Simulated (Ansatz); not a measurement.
Here is an Ansatz 0.2.0 calculation.

Contents of input.yaml:

```yaml
crystal:
  lattice:
    - [-1.9814305318, 1.9814305318, 1.9814305318]
    - [1.9814305318, -1.9814305318, 1.9814305318]
    - [1.9814305318, 1.9814305318, -1.9814305318]
  atoms:
    - { symbol: Bi, position: [0.0, 0.0, 0.0] }
hamiltonian:
  xc: pbesol
  pseudopotentials: { kind: paw }
  dispersion: d4
kpoints:
  mp_grid: { grid: [9, 9, 9] }
scf:
  occupations: { method: fermi_dirac, width: 0.05 }
output:
  forces: true
  stress: true
relax:
  f_tol: 0.01
  max_steps: 40
  cell: { stress_tol: 0.05 }
```

Potentials or basis: Ansatz PAW.

Run with:

```console
$ ansatz run input.yaml --threads 2 --pin off --max-ram 5632MiB --backend cpu --events-out ev --progress --plain --runs-dir out
```

(1) What does it give for the space group after relaxing (to 0.05 Å)?

(2) What does it give for the relaxed cell?

## Answers

(1) Im-3m (No. 229).

(2) a = 3.359 Å, b = 3.359 Å, c = 3.359 Å, α = 109.47°, β = 109.47°, γ = 109.47°.
